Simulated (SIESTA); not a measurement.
Set up this calculation in SIESTA 5.4.2, as an ASE script.

* Task: band structure
* Functional: PBE
* Potentials or basis: PseudoDojo 0.4 standard (PBE files)
* Basis: DZP (energy shift 0.003 Ry; two zetas on semicore shells)
* Grid cutoff: 800 Ry
* Energy shift: 0.003 Ry
* k mesh: 12 × 12 × 12
* Occupations: fermi-dirac, width 0.05 eV
* Spin: no spin polarisation

Crystal: Pd.

```
Pd
1.0
     0.00000    1.94650    1.94650
     1.94650    0.00000    1.94650
     1.94650    1.94650    0.00000
Pd
1
Cartesian
  0.0000 0.0000 0.0000
```

These files were run (other wordings do the same):

run.py

```python
from ase import Atoms
from ase.calculators.siesta import Siesta
from ase.units import Ry, GPa

atoms = Atoms(
    ['Pd'],
    cell=[
        [0.0, 1.9465, 1.9465],
        [1.9465, 0.0, 1.9465],
        [1.9465, 1.9465, 0.0],
    ],
    scaled_positions=[
        [0.0, 0.0, 0.0],
    ],
    pbc=True,
)

fdf = {
    'SCFMustConverge': False,
    'OccupationFunction': 'FD',
    'ElectronicTemperature': '0.05 eV',
    'MaxSCFIterations': '120',
    'SCF.Mixer.Method': 'Pulay',
    'SCF.Mixer.Weight': '0.25',
    'SCF.Mixer.History': '8',
    'SCF.DM.Tolerance': '5.0e-05',
    'SCF.H.Tolerance': '1.0e-03 eV',
    'WriteForces': 'true',
    'Charge.Mulliken': 'end',
    'BandLinesScale': 'ReciprocalLatticeVectors',
    'BandLines': ['  1    0.000000   0.000000   0.000000  \\Gamma', ' 12    0.500000   0.000000   0.500000  X', '  6    0.500000   0.250000   0.750000  W', '  4    0.375000   0.375000   0.750000  K', ' 13    0.000000   0.000000   0.000000  \\Gamma', ' 11    0.500000   0.500000   0.500000  L', '  8    0.625000   0.250000   0.625000  U', '  4    0.500000   0.250000   0.750000  W', '  9    0.500000   0.500000   0.500000  L', '  8    0.375000   0.375000   0.750000  K', '  1    0.625000   0.250000   0.625000  U', '  4    0.500000   0.000000   0.500000  X'],
    'PAO.Basis': ['Pd.1 5', 'n=4 0 2', '  2.822 0.000', 'n=5 0 2', '  8.721 0.000', 'n=4 1 2', '  3.234 0.000', 'n=5 1 1', '  8.721', 'n=4 2 2', '  5.877 0.000'],
}
calc = Siesta(
    label="Pd",
    command="siesta < PREFIX.fdf > PREFIX.out",
    pseudo_path="pseudos",
    pseudo_qualifier="",
    xc=('GGA', 'PBE'),
    basis_set="DZP",
    mesh_cutoff=800 * Ry,
    energy_shift=0.003 * Ry,
    kpts=[12, 12, 12],
    spin="non-polarized",
    fdf_arguments=fdf,
)
atoms.calc = calc

print(f"energy = {atoms.get_potential_energy():.6f} eV")
free = atoms.get_potential_energy(force_consistent=True)
print(f"free energy = {free:.6f} eV")
print("forces (eV/A):")
print(atoms.get_forces(apply_constraint=False).round(6))
print("stress (GPa, Voigt order, tension positive):", (atoms.get_stress() / GPa).round(4))
```

Potentials or basis: PseudoDojo 0.4 standard (PBE files), DZP (energy shift 0.003 Ry; two zetas on semicore shells).

The run is started by

```sh
$ python run.py
```

Results of the run:

```yaml
Pressure: 7.4 GPa
Band_gap_on_the_k_mesh: none (metal or under the smearing width)
```

Caveat: the basis of atomic orbitals isn't converged, which shifts pressures, moduli and gaps.

Wall time 32 s on 1 thread of Arm Neoverse V2, with other jobs on the host, peak memory 0.22 GiB.
